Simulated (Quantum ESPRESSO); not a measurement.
# C (P6_3/mmc) in Quantum ESPRESSO: convergence with smearing width

Aim: find how far smearing width must go before the results for C settle, at PBEsol. This setting moves, with any that are tied to it; all else stays.

The COD entry that gives the cell may itself be a prediction, so a difference from it is no test against experiment.

All numbers are computed with Quantum ESPRESSO 7.5; they aren't measurements. Logs are shortened: lines on timing, memory, paths and dates and some standing lists are left out, and cuts for length are marked.

### 1 The structure

The structure is hexagonal, space group P6_3/mmc (No. 194). Conventional cell: a = 2.522 Å, b = 2.522 Å, c = 8.237 Å, α = 90.00°, β = 90.00°, γ = 120.00°. Around C (site symmetry 3m) lie 4 C at 1.54 Å. Around C (site symmetry 3m) lie 4 C at 1.54 Å.

This is a hexagonal form of diamond, not graphite.

### 2 With smearing width 0.5 eV

pw.in

```
&CONTROL
  calculation = 'scf'
  prefix = 'pwscf'
  outdir = './tmp'
  pseudo_dir = './pseudo'
  tprnfor = .true.
  tstress = .true.
  disk_io = 'nowf'
/
&SYSTEM
  ibrav = 0
  nat = 8
  ntyp = 1
  ecutwfc = 82
  nbnd = 24
  occupations = 'smearing'
  smearing = 'mv'
  degauss = 0.03674932
/
&ELECTRONS
  conv_thr = 1.6d-09
  electron_maxstep = 120
  mixing_beta = 0.5
/
ATOMIC_SPECIES
C     12.0110 C.upf
CELL_PARAMETERS angstrom
   2.5221000000    0.0000000000    0.0000000000
  -1.2610500000    2.1842026709    0.0000000000
   0.0000000000    0.0000000000    8.2371000000
ATOMIC_POSITIONS crystal
C      0.6666666667    0.3333333333    0.8437500000
C      0.3333333333    0.6666666667    0.3437500000
C      0.6666666667    0.3333333333    0.6562500000
C      0.3333333333    0.6666666667    0.1562500000
C      0.0000000000    0.0000000000    0.9062500000
C      0.0000000000    0.0000000000    0.4062500000
C      0.0000000000    0.0000000000    0.5937500000
C      0.0000000000    0.0000000000    0.0937500000
K_POINTS automatic
12 12 4 0 0 0
```

Potentials or basis: PseudoDojo 0.4 SR PBEsol stringent.

On the command line:

```console
$ OMP_NUM_THREADS=1 pw.x -in pw.in > pw.out
```

Run time: 72 s. Hardware: 1 thread of Arm Neoverse V1, shared host; peak memory 0.13 GiB.

What came out:

```yaml
Free_energy: -1306.9819 eV
Pressure: -2.9 GPa
Largest_force: 0.331 eV/Å
Band_gap_on_the_k_mesh: 4.32 eV, indirect (least direct gap 5.15 eV)
```

### 3 With smearing width 0.3 eV

Changes to pw.in since step 2:

```diff
@@ -17,3 +17,3 @@
   smearing = 'mv'
-  degauss = 0.03674932
+  degauss = 0.02204959
 /
```

Potentials or basis: PseudoDojo 0.4 SR PBEsol stringent.

On the command line:

```console
$ OMP_NUM_THREADS=1 pw.x -in pw.in > pw.out
```

It took 74 s on 1 thread of Arm Neoverse V1, shared host; peak memory 0.13 GiB.

Results:

| Property | Result |
| --- | --- |
| Free energy | -1306.9819 eV |
| Pressure | -2.9 GPa |
| Largest force | 0.331 eV/Å |
| Band gap on the k mesh | 4.32 eV, indirect (least direct gap 5.15 eV) |

### 4 With smearing width 0.2 eV

Changes to pw.in since step 3:

```diff
@@ -17,3 +17,3 @@
   smearing = 'mv'
-  degauss = 0.02204959
+  degauss = 0.01469973
 /
```

On the command line:

```console
$ OMP_NUM_THREADS=1 pw.x -in pw.in > pw.out
```

Wall time 74 s (1 thread of Arm Neoverse V1, shared host); peak memory 0.13 GiB.

What came out:

| Property | Result |
| --- | --- |
| Free energy | -1306.9819 eV |
| Pressure | -2.9 GPa |
| Largest force | 0.331 eV/Å |
| Band gap on the k mesh | 4.32 eV, indirect (least direct gap 5.15 eV) |

### 5 With smearing width 0.136 eV

Changes to pw.in since step 4:

```diff
@@ -17,3 +17,3 @@
   smearing = 'mv'
-  degauss = 0.01469973
+  degauss = 0.00999582
 /
```

On the command line:

```console
$ OMP_NUM_THREADS=1 pw.x -in pw.in > pw.out
```

It took 76 s on 1 thread of Arm Neoverse V1, shared host; peak memory 0.13 GiB.

Results:

- Free energy: -1306.9819 eV
- Pressure: -2.9 GPa
- Largest force: 0.331 eV/Å
- Band gap on the k mesh: 4.32 eV, indirect (least direct gap 5.15 eV)

### 6 With smearing width 0.1 eV

Changes to pw.in since step 5:

```diff
@@ -17,3 +17,3 @@
   smearing = 'mv'
-  degauss = 0.00999582
+  degauss = 0.00734986
 /
```

Potentials or basis: PseudoDojo 0.4 SR PBEsol stringent.

On the command line:

```console
$ OMP_NUM_THREADS=1 pw.x -in pw.in > pw.out
```

It took 76 s on 1 thread of Arm Neoverse V1, shared host; peak memory 0.13 GiB.

It converged, with:

```yaml
Free_energy: -1306.9819 eV
Pressure: -2.9 GPa
Largest_force: 0.331 eV/Å
Band_gap_on_the_k_mesh: 4.32 eV, indirect (least direct gap 5.15 eV)
```

### 7 With smearing width 0.05 eV

Changes to pw.in since step 6:

```diff
@@ -17,3 +17,3 @@
   smearing = 'mv'
-  degauss = 0.00734986
+  degauss = 0.00367493
 /
```

On the command line:

```console
$ OMP_NUM_THREADS=1 pw.x -in pw.in > pw.out
```

Wall time 78 s (1 thread of Arm Neoverse V1, shared host); peak memory 0.13 GiB.

Results (log left out):

| Property | Result |
| --- | --- |
| Free energy | -1306.9819 eV |
| Pressure | -2.9 GPa |
| Largest force | 0.331 eV/Å |
| Band gap on the k mesh | 4.32 eV, indirect (least direct gap 5.15 eV) |

### 8 With smearing width 0.025 eV

Changes to pw.in since step 7:

```diff
@@ -17,3 +17,3 @@
   smearing = 'mv'
-  degauss = 0.00367493
+  degauss = 0.00183747
 /
```

On the command line:

```console
$ OMP_NUM_THREADS=1 pw.x -in pw.in > pw.out
```

It took 75 s on 1 thread of Arm Neoverse V1, shared host; peak memory 0.13 GiB.

The run converged. Its results:

```yaml
Free_energy: -1306.9819 eV
Pressure: -2.9 GPa
Largest_force: 0.331 eV/Å
Band_gap_on_the_k_mesh: 4.32 eV, indirect (least direct gap 5.15 eV)
```

### 9 With smearing width 0.01 eV

Changes to pw.in since step 8:

```diff
@@ -17,3 +17,3 @@
   smearing = 'mv'
-  degauss = 0.00183747
+  degauss = 0.00073499
 /
```

Potentials or basis: PseudoDojo 0.4 SR PBEsol stringent.

On the command line:

```console
$ OMP_NUM_THREADS=1 pw.x -in pw.in > pw.out
```

pw.out:

```text
This program is part of the open-source Quantum ESPRESSO suite
     for quantum simulation of materials; please cite
[... 9 lines left out ...]
     --------------------
     sticks:   dense  smooth     PW     G-vecs:    dense   smooth      PW
     Sum         511     511    151                30755    30755    5071

     Using Slab Decomposition

     bravais-lattice index     =            0
     lattice parameter (alat)  =       4.7661  a.u.
     unit-cell volume          =     306.2148 (a.u.)^3
     number of atoms/cell      =            8
     number of atomic types    =            1
     number of electrons       =        32.00
     number of Kohn-Sham states=           24
     kinetic-energy cutoff     =      82.0000  Ry
     charge density cutoff     =     328.0000  Ry
     scf convergence threshold =      1.6E-09
     mixing beta               =       0.5000
     number of iterations used =            8  plain     mixing
     Exchange-correlation= PBESOL
                           (   1   4  10   8   0   0   0)

     celldm(1)=   4.766078  celldm(2)=   0.000000  celldm(3)=   0.000000
     celldm(4)=   0.000000  celldm(5)=   0.000000  celldm(6)=   0.000000

     crystal axes: (cart. coord. in units of alat)
               a(1) = (   1.000000   0.000000   0.000000 )
               a(2) = (  -0.500000   0.866025   0.000000 )
               a(3) = (   0.000000   0.000000   3.265969 )

     reciprocal axes: (cart. coord. in units 2 pi/alat)
               b(1) = (  1.000000  0.577350 -0.000000 )
               b(2) = (  0.000000  1.154701  0.000000 )
               b(3) = (  0.000000 -0.000000  0.306188 )

     PseudoPot. # 1 for C  read from file:
     C.upf
     Pseudo is Norm-conserving + core correction, Zval =  4.0
     Generated using ONCVPSP code by D. R. Hamann
     Using radial grid of 1248 points,  4 beta functions with:
                l(1) =   0
                l(2) =   0
                l(3) =   1
                l(4) =   1

     atomic species   valence    mass     pseudopotential
     C                 4.00    12.01100     C ( 1.00)

     24 Sym. Ops., with inversion, found (12 have fractional translation)

   Cartesian axes

     site n.     atom                  positions (alat units)
         1        C      tau(   1) = (   0.5000000   0.2886751   2.7556612  )
         2        C      tau(   2) = (  -0.0000000   0.5773503   1.1226768  )
         3        C      tau(   3) = (   0.5000000   0.2886751   2.1432920  )
         4        C      tau(   4) = (  -0.0000000   0.5773503   0.5103076  )
         5        C      tau(   5) = (   0.0000000   0.0000000   2.9597843  )
         6        C      tau(   6) = (   0.0000000   0.0000000   1.3267998  )
         7        C      tau(   7) = (   0.0000000   0.0000000   1.9391690  )
         8        C      tau(   8) = (   0.0000000   0.0000000   0.3061846  )

     number of k points=    57  Marzari-Vanderbilt smearing, width (Ry)=  0.0007
                       cart. coord. in units 2pi/alat
        k(    1) = (   0.0000000   0.0000000   0.0000000), wk =   0.0034722
        k(    2) = (   0.0000000   0.0000000   0.0765470), wk =   0.0069444
        k(    3) = (   0.0000000   0.0000000  -0.1530939), wk =   0.0034722
        k(    4) = (   0.0000000   0.0962250   0.0000000), wk =   0.0208333
        k(    5) = (   0.0000000   0.0962250   0.0765470), wk =   0.0416667
        k(    6) = (   0.0000000   0.0962250  -0.1530939), wk =   0.0208333
[... 49 lines left out ...]
        k(   56) = (   0.3333333   0.5773503   0.0765470), wk =   0.0138889
        k(   57) = (   0.3333333   0.5773503  -0.1530939), wk =   0.0069444

     Dense  grid:    30755 G-vectors     FFT dimensions: (  27,  27,  90)

     Initial potential from superposition of free atoms

     starting charge      31.9996, renormalised to      32.0000
     Starting wfcs are   32 randomized atomic wfcs

     Self-consistent Calculation

     iteration #  1     ecut=    82.00 Ry     beta= 0.50
     Davidson diagonalization with overlap
     ethr =  1.00E-02,  avg # of iterations =  3.0

     total energy              =     -96.06813024 Ry
     estimated scf accuracy    <       0.44179718 Ry

     iteration #  2     ecut=    82.00 Ry     beta= 0.50
     Davidson diagonalization with overlap
     ethr =  1.38E-03,  avg # of iterations =  1.4
[... 43 lines left out ...]
     total energy              =     -96.06139753 Ry
     estimated scf accuracy    <       0.00000041 Ry

     iteration #  8     ecut=    82.00 Ry     beta= 0.50
     Davidson diagonalization with overlap
     ethr =  1.28E-09,  avg # of iterations =  2.0

     End of self-consistent calculation

          k = 0.0000 0.0000 0.0000 (  3825 PWs)   bands (ev):

    -8.2051  -6.5061  -6.4559  -2.3364  -0.1532   6.7105   6.7879  10.4336
    10.4336  11.5126  11.5126  11.7393  11.7393  13.2695  13.4963  13.4963
    18.6480  18.6480  19.1753  20.4659  20.4660  20.8547  21.4275  21.4277

          k = 0.0000 0.0000 0.0765 (  3807 PWs)   bands (ev):

    -8.0965  -7.2315  -5.5287  -3.1541   0.8452   4.6277   8.8966  10.5123
    10.5123  11.1157  11.1157  12.2197  12.2197  12.5734  13.2982  13.2982
    18.8783  18.8783  19.5313  20.0931  20.0931  20.6804  21.6952  21.6952
[... 91 lines left out ...]
          k = 0.0000 0.4811-0.1531 (  3844 PWs)   bands (ev):

    -3.6703  -3.6703  -0.7353  -0.7353   0.9420   0.9420   3.4234   3.4234
     6.1164   6.1164   7.5290   7.5290   9.2276   9.2276   9.9530   9.9530
    18.2045  18.2045  20.5862  20.5862  21.1447  21.1447  23.0560  23.0560

          k = 0.0000-0.5774 0.0000 (  3858 PWs)   bands (ev):

    -2.8054  -2.1620  -1.2973  -0.2046  -0.0750   0.2705   2.9675   3.4280
     4.8863   6.2595   6.9910   8.4206   8.4420   8.9147   9.7533  10.5396
    17.8523  19.0022  19.2740  19.4140  20.4077  21.7829  21.9889  24.5719

          k = 0.0000-0.5774 0.0765 (  3856 PWs)   bands (ev):

    -2.7255  -2.2590  -1.3334  -0.6905   0.3390   0.9280   2.3024   2.9122
     5.5990   6.6482   7.0875   7.8304   8.6610   9.1204   9.4167  10.3341
    17.9401  18.6696  19.5241  20.1231  20.6772  21.7025  22.1487  23.4961

          k = 0.0000-0.5774-0.1531 (  3860 PWs)   bands (ev):

    -2.5085  -2.5085  -1.1454  -1.1454   1.2090   1.2090   1.9520   1.9520
     6.6017   6.6017   7.3724   7.3724   8.7239   8.7239   9.8036   9.8036
    18.2129  18.2129  20.4973  20.4973  21.0099  21.0099  23.1461  23.1467

          k = 0.0833 0.1443 0.0000 (  3823 PWs)   bands (ev):

    -7.6930  -6.0039  -5.9510  -1.8810   0.3175   6.9222   6.9985   8.3493
     9.0139   9.8151   9.8827  10.4043  10.5498  11.8756  12.5655  12.5730
    19.1624  19.2808  19.8922  20.6242  21.2850  21.4335  22.1226  22.2194
[... 205 lines left out ...]
          k = 0.3333 0.5774-0.1531 (  3840 PWs)   bands (ev):

    -0.7751  -0.7751  -0.6546  -0.6546   1.7170   1.7170   2.4621   2.4621
     4.0301   4.0301   4.8591   4.8591   8.0907   8.0907   8.3422   8.3422
    18.5871  18.5871  23.2601  23.2601  24.4998  24.4998  25.2606  25.2608

     the Fermi energy is    17.3874 ev

!    total energy              =     -96.06139759 Ry
     estimated scf accuracy    <          6.9E-10 Ry
     smearing contrib. (-TS)   =       0.00000000 Ry
     internal energy E=F+TS    =     -96.06139759 Ry

     The total energy is F=E-TS. E is the sum of the following terms:
     one-electron contribution =      32.97890430 Ry
     hartree contribution      =       7.64847598 Ry
     xc contribution           =     -34.46610070 Ry
     ewald contribution        =    -102.22267716 Ry

     convergence has been achieved in   8 iterations

     Forces acting on atoms (cartesian axes, Ry/au):

     atom    1 type  1   force =    -0.00000000   -0.00000000    0.01260762
     atom    2 type  1   force =     0.00000000    0.00000000    0.01260762
     atom    3 type  1   force =     0.00000000    0.00000000   -0.01260762
     atom    4 type  1   force =    -0.00000000   -0.00000000   -0.01260762
     atom    5 type  1   force =     0.00000000   -0.00000000    0.01285594
     atom    6 type  1   force =    -0.00000000    0.00000000    0.01285594
     atom    7 type  1   force =     0.00000000   -0.00000000   -0.01285594
     atom    8 type  1   force =    -0.00000000    0.00000000   -0.01285594

     Total force =     0.036013     Total SCF correction =     0.000014

     Computing stress (Cartesian axis) and pressure

          total   stress  (Ry/bohr**3)                   (kbar)     P=      -28.52
  -0.00047606  -0.00000000   0.00000000          -70.03       -0.00        0.00
  -0.00000000  -0.00047606   0.00000000           -0.00      -70.03        0.00
   0.00000000  -0.00000000   0.00037041            0.00       -0.00       54.49

=------------------------------------------------------------------------------=
   JOB DONE.
=------------------------------------------------------------------------------=
```

It took 77 s on 1 thread of Arm Neoverse V1, shared host; peak memory 0.13 GiB.

Results:

```yaml
Free_energy: -1306.9819 eV
Pressure: -2.9 GPa
Largest_force: 0.331 eV/Å
Band_gap_on_the_k_mesh: 4.32 eV, indirect (least direct gap 5.15 eV)
```

### 10 Summary

| smearing width | energy less the tightest run, at zero smearing (meV/atom) | SCF cycles | CPU time (s) | peak memory (GiB) |
| --- | --- | --- | --- | --- |
| 0.5 eV | 0.00 | 8 | 72 | 0.13 |
| 0.3 eV | 0.00 | 8 | 74 | 0.13 |
| 0.2 eV | 0.00 | 8 | 74 | 0.13 |
| 0.136 eV | 0.00 | 8 | 76 | 0.13 |
| 0.1 eV | 0.00 | 8 | 76 | 0.13 |
| 0.05 eV | 0.00 | 8 | 78 | 0.13 |
| 0.025 eV | 0.00 | 8 | 75 | 0.13 |
| 0.01 eV | 0.00 | 8 | 77 | 0.13 |

Against the tightest run, the energy stays within 1 meV/atom from 0.5 eV on. The tightest run that finished is the yardstick and may itself not be fully converged.

Caveats: this smearing can shift energies of a crystal with a gap.
